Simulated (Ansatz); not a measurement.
The system is Zr.

```xyz
2
Lattice="3.2320 0.0000 0.0000 -1.6160 2.7990 0.0000 0.0000 0.0000 5.1470" Properties=species:S:1:pos:R:3 pbc="T T T"
Zr    1.6160    0.9330    3.8603
Zr    0.0000    1.8660    1.2868
```

```yaml
Program: Ansatz 0.2.0
Task: relaxation of cell and atoms
Functional: PBEsol
Dispersion: D3(BJ)
Potentials_or_basis: Ansatz PAW
Cutoff: "420 eV (not typed: the program's choice for these potentials)"
k_mesh: 9 × 9 × 5
Occupations: fermi-dirac, width 0.05 eV
Spin: no spin polarisation
```

At the start: volume 23.28 Å³/atom.

How do energy, volume and symmetry change on relaxing?

It ends after 7 steps and the volume is 21.49 Å³/atom (-7.7 %); space group P6_3/mmc (No. 194, to 0.05 Å).

Step by step:
```tsv
step	energy change (eV)	largest force (eV/Å)	volume (Å³)
1	0.0000	0.0000	46.56
2	-0.0332	0.0000	40.43
3	-0.0874	0.0000	43.17
4	-0.0877	0.0000	42.99
5	-0.0878	0.0000	42.97
6	-0.0878	0.0000	42.98
7	-0.0875	0.0000	42.98
```

Final structure:
```
Zr
1.0
     3.12997    0.00000    0.00000
    -1.56498    2.71063    0.00000
     0.00000    0.00000    5.06544
Zr
2
Direct
  0.66667 0.33333 0.75000
  0.33333 0.66667 0.25000
```

Caveat: the plane-wave basis is chosen anew once the cell has moved, so the energies of steps on either side of that aren't comparable; the PAW data sets come from PBE, with cores solved anew for the run's functional, which leaves a small shift of forces and pressure.
